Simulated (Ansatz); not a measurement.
This is a band-structure calculation with the PAW code Ansatz on a 4-atom cell of CdS started from a crystallographic database; the level of theory is PBE. Cell and atoms come from a relaxation with r2SCAN.

Input file:
```yaml
crystal:
  lattice:
    - [4.1646212874, 0.0, 0.0]
    - [-2.0823106437, 3.606667832, 0.0]
    - [0.0, 0.0, 6.7659752894]
  atoms:
    - { symbol: Cd, position: [0.3333333333, 0.6666666667, -0.0009650946] }
    - { symbol: Cd, position: [0.6666666667, 0.3333333333, 0.4990349054] }
    - { symbol: S, position: [0.3333333333, 0.6666666667, 0.3759650946] }
    - { symbol: S, position: [0.6666666667, 0.3333333333, 0.8759650946] }
kpoints:
  mp_grid: { grid: [12, 12, 4] }
  band_path:
    path:
      - [[0.0, 0.0, 0.0], [0.5, 0.0, 0.0], [0.333333333333, 0.333333333333, 0.0], [0.0, 0.0, 0.0], [0.0, 0.0, 0.5], [0.5, 0.0, 0.5], [0.333333333333, 0.333333333333, 0.5], [0.0, 0.0, 0.5]]
      - [[0.5, 0.0, 0.5], [0.5, 0.0, 0.0]]
      - [[0.333333333333, 0.333333333333, 0.5], [0.333333333333, 0.333333333333, 0.0]]
    npoints: 10
hamiltonian:
  xc: pbe
scf:
  occupations: { method: fermi_dirac, width: 0.02 }
  n_extra_bands: 5
output:
  forces: true
  stress: true
  eigenvalues: true
```

Run as `ansatz run input.yaml --threads 2 --pin off --max-ram 2211MiB --backend cpu --events-out ev --progress --plain --runs-dir out`.

Output, abridged:
```
scf.n_extra_bands = 5 over 26 filled bands (N_el = 52.0): the run solves 31 bands
Pseudopotential: Cd, paw, valence charge 20, recommended cutoff 420 eV (normal)
Pseudopotential: S, paw, valence charge 6, recommended cutoff 420 eV (normal)
Functional definition: PBE
Crystal: 4 atoms, lattice volume = 101.628 Å³
Basis set: ecut = 420 eV, 1985 PW (Γ)
Symmetry: 12 space group operations
Space group: P63mc (ITA 186)
k-points: 57 of 576 (time reversal used)
SCF iter   1: HF=-18315.650138 eV  Δρ=6.11e-4  dr2=4.98e-4
preconditioner: auto → Resta (q_TF=auto, 2.440 Å⁻¹)  ε∞=4.9  [insulator: Δε(μ)=1.165 eV  σ=0.020 eV  ℏωp=22.1 eV]
SCF iter   2: HF=-18315.651688 eV  Δρ=3.23e-4  dr2=1.36e-4
SCF iter   3: HF=-18315.651749 eV  Δρ=1.09e-4  dr2=9.38e-6
SCF iter   4: HF=-18315.651830 eV  Δρ=4.92e-5  dr2=2.28e-6
SCF iter   5: HF=-18315.651834 eV  Δρ=1.11e-5  dr2=1.75e-7
SCF iter   6: HF=-18315.651835 eV  Δρ=4.03e-6  dr2=2.58e-8
SCF 1 converged in 6 iterations: F = -18315.651835 eV  dr2 = 2.58e-8
NSCF: frozen V_eff on 93 k-points
Free energy (F): -18315.651835 eV
Fermi energy:    7.169813 eV
--- Stress (GPa, compression-positive) ---
        1.351250       0.000000       0.000000
        0.000000       1.351250       0.000000
        0.000000       0.000000       1.430463
  P = ⅓ Tr σ = 1.3777 GPa (13.777 kbar)
--- Band table (eV; the first three rows and the last of 57) ---
  k-point 0: bands = […, 2.3427, 5.8461, 5.8461, 6.5359, 6.5732, 6.5732, 7.7459, 9.3344, 13.0371, 13.0371, …]
  k-point 1: bands = […, 2.9253, 5.5567, 5.9467, 5.9467, 6.4603, 6.4603, 8.6256, 9.4075, 12.8647, 13.1054, …]
  k-point 2: bands = […, 4.1676, 4.1676, 6.1973, 6.1973, 6.1973, 6.1973, 9.3835, 9.3835, 12.7202, 12.7202, …]
  k-point 56: bands = […, 2.6617, 2.6617, 4.2355, 4.2355, 5.5049, 5.5049, 10.9395, 10.9395, 12.6846, 12.6846, …]
```

The rows of the band table are 0: (0, 0, 0) = Γ, 1: (0, 0, 1/4), 2: (0, 0, -1/2) = A, 56: (1/3, 1/3, -1/2) = H.

Levels along the path, in eV from the valence top (v1 is the last filled band, c1 the first empty one):
```csv
point,distance (1/Å),v2,v1,c1,c2
Γ,0.00,0.00,0.00,1.17,2.76
·,0.44,-0.47,-0.37,2.94,3.98
M,0.87,-1.23,-0.73,3.68,3.88
·,1.12,-1.38,-1.17,4.28,4.67
K,1.37,-1.77,-1.58,4.71,5.03
·,1.88,-0.65,-0.58,3.35,4.48
Γ,2.38,0.00,0.00,1.17,2.76
·,2.61,-0.11,-0.11,2.05,2.83
A,2.84,-0.38,-0.38,2.81,2.81
·,3.28,-0.86,-0.86,3.79,3.79
L,3.72,-1.27,-1.27,3.48,3.48
·,3.97,-1.12,-1.12,4.00,4.00
H,4.22,-1.07,-1.07,4.37,4.37
·,4.72,-1.14,-1.14,4.11,4.11
A,5.22,-0.38,-0.38,2.81,2.81
L,5.22,-1.27,-1.27,3.48,3.48
·,5.41,-1.04,-0.97,3.27,3.88
·,5.64,-1.22,-0.73,3.65,3.88
M,5.69,-1.23,-0.73,3.68,3.88
H,5.69,-1.07,-1.07,4.37,4.37
·,5.83,-1.21,-1.21,4.53,4.53
·,6.06,-1.70,-1.62,4.78,4.98
K,6.15,-1.77,-1.58,4.71,5.03
```

PBE gives a direct gap of 1.17 eV at Γ. The mean pressure is +1.38 GPa (compression positive), so PBE would enlarge the cell's volume.

No spin polarisation and no zero-point or thermal motion.

The runs are scalar-relativistic, without spin-orbit coupling.
